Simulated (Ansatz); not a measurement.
**Au under changes of volume**

One of the cells (20.761 Å³/atom); the others are scaled copies at fixed shape and fractional positions:

```
CELL_PARAMETERS angstrom
2.74841 0.00000 0.00000
0.00000 2.74841 0.00000
0.00000 0.00000 2.74841
ATOMIC_POSITIONS crystal
Au 0.50000 0.50000 0.50000
```

The cell was built by a generator and needn't be a form met in nature.

```yaml
Program: Ansatz 0.2.0
Functional: PBE
Potentials_or_basis: Ansatz PAW
Cutoff: "420 eV (not typed: the program's choice for these potentials)"
k_mesh: 10 × 10 × 10
Occupations: fermi-dirac, width 0.05 eV
Spin: no spin polarisation
```

```csv
volume (Å³/atom),energy over the lowest point (meV/atom),pressure (GPa)
19.515,29.84,7.7
19.930,13.35,5.0
20.346,?,?
20.761,0.00,0.2
21.176,2.04,-1.8
21.591,9.01,-3.5
22.006,20.30,-5.1
```

What does the run at 20.346 Å³/atom give?

Energy over the lowest point 3.57 meV/atom; pressure 2.5 GPa.

Worked out: A Birch-Murnaghan fit of order 3 (a polynomial in V^(-2/3)) to the other rows has its minimum at 20.81 Å³/atom with B0 = V·E''(V) = 105 GPa and B' = 4.4. It gives 3.59 meV/atom at 20.346 Å³/atom, against the run's 3.57, and -dE/dV = 2.5 GPa, against 2.5.

Energies are extrapolated to zero smearing.
